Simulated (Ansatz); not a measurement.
Molecular dynamics on a 2×2×2 supercell (16 atoms) of YN (rocksalt), relaxed with r2SCAN. Forces come from r2SCAN in Ansatz: a Langevin thermostat at fixed volume, 200 K, steps of 1.5 fs. Computed, non-magnetic; the trajectory is short and the cell small, so nothing here is a converged average.

```yaml
crystal:
  lattice:
    - [0.0, 4.8960962849, 4.8960962849]
    - [4.8960962849, 0.0, 4.8960962849]
    - [4.8960962849, 4.8960962849, 0.0]
  atoms:
    - { symbol: "Y", position: [0.0, 0.0, 0.0] }
    - { symbol: "N", position: [0.25, 0.25, 0.25] }
    - { symbol: "Y", position: [0.0, 0.0, 0.5] }
    - { symbol: "N", position: [0.25, 0.25, 0.75] }
    - { symbol: "Y", position: [0.0, 0.5, 0.0] }
    - { symbol: "N", position: [0.25, 0.75, 0.25] }
    - { symbol: "Y", position: [0.0, 0.5, 0.5] }
    - { symbol: "N", position: [0.25, 0.75, 0.75] }
    - { symbol: "Y", position: [0.5, 0.0, 0.0] }
    - { symbol: "N", position: [0.75, 0.25, 0.25] }
    - { symbol: "Y", position: [0.5, 0.0, 0.5] }
    - { symbol: "N", position: [0.75, 0.25, 0.75] }
    - { symbol: "Y", position: [0.5, 0.5, 0.0] }
    - { symbol: "N", position: [0.75, 0.75, 0.25] }
    - { symbol: "Y", position: [0.5, 0.5, 0.5] }
    - { symbol: "N", position: [0.75, 0.75, 0.75] }
kpoints:
  mp_grid: { grid: [2, 2, 2] }
hamiltonian:
  xc: r2scan
scf:
  occupations: { method: fermi_dirac, width: 0.02 }
md:
  ensemble: nvt_langevin
  temperature: 200
  timestep: 1.5
  n_steps: 40
  initial_velocities: maxwell_boltzmann
  seed: 687
```

Command: `ansatz run input.yaml --threads 4 --pin off --max-ram 3686MiB --backend cpu --events-out ev --progress --plain --runs-dir out`. It took 7.5 min on 4 threads of Arm Neoverse N1 (shared host), load about 0.9 per core; peak host memory 1.6 GiB.

| step | t (fs) | T (K) | free energy F from step 0 (meV/atom) | kinetic energy (meV/atom) | largest force (eV/Å) |
| --- | --- | --- | --- | --- | --- |
| 0 | 0 | 188 | 0.0 | 24.2 | 0.00 |
| 1 | 1.5 | 188 | 0.1 | 24.3 | 0.10 |
| 2 | 3 | 185 | 0.6 | 23.9 | 0.20 |
| 3 | 4.5 | 182 | 1.2 | 23.5 | 0.30 |
| 4 | 6 | 167 | 2.1 | 21.6 | 0.39 |
| 5 | 7.5 | 151 | 3.1 | 19.5 | 0.48 |
| 6 | 9 | 133 | 4.1 | 17.2 | 0.56 |
| 7 | 10.5 | 128 | 5.1 | 16.5 | 0.62 |
| 8 | 12 | 121 | 6.1 | 15.6 | 0.68 |
| 9 | 13.5 | 121 | 7.0 | 15.6 | 0.73 |
| 10 | 15 | 109 | 7.8 | 14.1 | 0.76 |
| 11 | 16.5 | 118 | 8.4 | 15.3 | 0.77 |
| 12 | 18 | 117 | 8.7 | 15.1 | 0.76 |
| 13 | 19.5 | 124 | 8.9 | 16.0 | 0.77 |
| 14 | 21 | 133 | 8.9 | 17.1 | 0.83 |
| 15 | 22.5 | 130 | 9.0 | 16.8 | 0.88 |
| 16 | 24 | 132 | 9.1 | 17.0 | 0.93 |
| 17 | 25.5 | 126 | 9.2 | 16.3 | 0.97 |
| 18 | 27 | 137 | 9.4 | 17.7 | 1.00 |
| 19 | 28.5 | 161 | 9.7 | 20.8 | 1.03 |
| 20 | 30 | 143 | 10.0 | 18.5 | 1.06 |
| 21 | 31.5 | 152 | 10.4 | 19.7 | 1.09 |
| 22 | 33 | 138 | 10.9 | 17.9 | 1.11 |
| 23 | 34.5 | 123 | 11.5 | 15.9 | 1.13 |
| 24 | 36 | 121 | 12.3 | 15.6 | 1.13 |
| 25 | 37.5 | 108 | 13.2 | 14.0 | 1.13 |
| 26 | 39 | 112 | 14.1 | 14.5 | 1.12 |
| 27 | 40.5 | 121 | 15.1 | 15.6 | 1.12 |
| 28 | 42 | 119 | 16.0 | 15.4 | 1.10 |
| 29 | 43.5 | 122 | 16.8 | 15.8 | 1.08 |
| 30 | 45 | 117 | 17.4 | 15.1 | 1.05 |
| 31 | 46.5 | 125 | 17.9 | 16.1 | 1.04 |
| 32 | 48 | 121 | 18.2 | 15.6 | 1.03 |
| 33 | 49.5 | 127 | 18.4 | 16.4 | 1.02 |
| 34 | 51 | 146 | 18.4 | 18.9 | 1.00 |
| 35 | 52.5 | 139 | 18.3 | 17.9 | 0.98 |
| 36 | 54 | 133 | 18.2 | 17.2 | 0.95 |
| 37 | 55.5 | 130 | 18.0 | 16.8 | 0.92 |
| 38 | 57 | 134 | 17.8 | 17.4 | 0.92 |
| 39 | 58.5 | 135 | 17.8 | 17.5 | 0.93 |
| 40 | 60 | 134 | 17.8 | 17.3 | 0.95 |

The temperature starts at 188 K, is lowest at step 25 (108 K, 37.5 fs) and ends at 134 K. The thermostat hasn't had time to restore it. The atoms start on their lattice sites with kinetic energy alone, so much of it first passes into potential energy. By the last step the atoms have moved 0.09 Å in the root mean square, the drift of the whole cell taken out, 0.14 Å at most.

Positions (Å) and forces (eV/Å) at step 40:
```
Y   -0.085   0.034   0.076     0.524  -0.401  -0.415
N    2.339   2.448   2.584     0.395  -0.162  -0.653
Y    2.446   2.424  -0.078     0.163   0.069   0.595
N    4.903   4.850   2.404    -0.155   0.390   0.162
Y    2.492  -0.031   2.488    -0.506   0.079  -0.259
N    4.761   2.357   4.909     0.466   0.488   0.029
Y    4.856   2.477   2.478     0.089  -0.134   0.036
N    7.352   4.797   4.921    -0.442   0.129   0.047
Y    0.076   2.376   2.437    -0.811   0.342   0.351
N    2.410   4.838   4.918     0.201   0.195   0.050
Y    2.412   4.925   2.482     0.082  -0.221   0.009
N    4.797   7.293   4.863     0.157  -0.182   0.211
Y    2.384   2.512   4.873     0.360  -0.193   0.545
N    4.901   4.957   7.298    -0.183  -0.453   0.035
Y    4.919   4.898   5.000    -0.386   0.037  -0.708
N    7.250   7.331   7.411     0.046   0.018  -0.036
```
